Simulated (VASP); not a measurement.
Crystal: Zr.

```xyz
1
Lattice="-1.7908 1.7908 1.7908 1.7908 -1.7908 1.7908 1.7908 1.7908 -1.7908" Properties=species:S:1:pos:R:3 pbc="T T T"
Zr    0.0000    0.0000    0.0000
```

This isn't the form of Zr at room conditions, which is hcp.

| Item | Value |
| --- | --- |
| Program | VASP 6.6.1 |
| Task | relaxation of cell and atoms |
| Functional | PBEsol |
| Potentials or basis | VASP PAW PBE potentials, release 64 (Zr_sv) |
| Cutoff | 600 eV |
| k mesh | 16 × 16 × 16 |
| Occupations | gaussian, width 0.1 eV |
| Spin | no spin polarisation |

At the start: pressure -4.3 GPa; volume 22.97 Å³/atom.

**Question.** How do energy, volume and symmetry change on relaxing?

**Answer.** Over 3 steps the energy falls by 15.7 meV/atom and the volume is 21.86 Å³/atom (-4.9 %); space group Im-3m (No. 229, to 0.05 Å).

Step by step:
```tsv
step	energy change (eV)	largest force (eV/Å)	pressure (GPa)	volume (Å³)
1	0.0000	0.0000	-4.32	22.97
2	-0.0050	0.0000	4.01	20.97
3	-0.0157	0.0000	-0.01	21.86
```

Final structure:
```
Zr
1.0
    -1.76130    1.76130    1.76130
     1.76130   -1.76130    1.76130
     1.76130    1.76130   -1.76130
Zr
1
Direct
  0.00000 0.00000 0.00000
```

Caveat: the PAW data sets were made with another functional, which shifts forces and pressure a little.
